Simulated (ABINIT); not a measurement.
A run of ABINIT 10.8.3 (patched build) is set up as follows.

The input run.abi:

```
# Pseudopotentials
pp_dirpath "./"
pseudos "Zn.LDA_PW-JTH.xml, O.LDA_PW-JTH.xml"

# Structure
acell 3.249308 3.249308 5.205709 Angstrom
rprim
     1.0000000000     0.0000000000     0.0000000000
    -0.5000000000     0.8660254038     0.0000000000
     0.0000000000     0.0000000000     1.0000000000
ntypat 2
znucl 30 8
natom 4
typat 1 1 2 2
xred
     0.6666666667     0.3333333333     0.0000000000
     0.3333333333     0.6666666667     0.5000000000
     0.3333333333     0.6666666667     0.8790100000
     0.6666666667     0.3333333333     0.3790100000

# Plane-wave basis
ecut 23.0
pawecutdg 45.0

# k points
kptopt 1
ngkpt 12 12 6
nshiftk 1
shiftk 0.0 0.0 0.0

# Exchange and correlation
ixc 7

# Bands and occupations
nband 22
occopt 3
tsmear 0.05 eV

# SCF cycle
nstep 100
tolvrs 1.0e-9

# Output
iomode 3
prtwf 0
prtden 0
prteig 0
prtebands 0
enunit 2
```

Potentials or basis: JTH PAW LDA v2.0.

Command:

```console
$ abinit run.abi > log 2>&1
```

Task: Estimate the largest force.

Result: 0.052 eV/Å.

Task: Estimate the pressure.

Result: -7.7 GPa.

Task: Predict the band gap on the k mesh.

Result: 0.72 eV, direct.

Stress tensor (GPa, compression positive):
```
-8.30  0.00  0.00
 0.00 -8.30  0.00
 0.00  0.00 -6.55
```

**Experimental background.**

“Electronic structure of alkaline earth and post-transition metal oxides”, 2009, arxiv:0908.1581 quotes, for a bulk crystal of ZnO: band gap 3.37 eV.

Against the measured gap of ZnO, 3.37 eV (quoted in “Electronic structure of alkaline earth and post-transition metal oxides”, 2009, arxiv:0908.1581), the calculated 0.72 eV is off by -2.65 eV. So large a miss can be the level of theory's own, or it may mean another phase, state or a wrong row. The value is that of LDA, without temperature or zero-point motion. Semilocal functionals fall short of measured gaps as a rule.
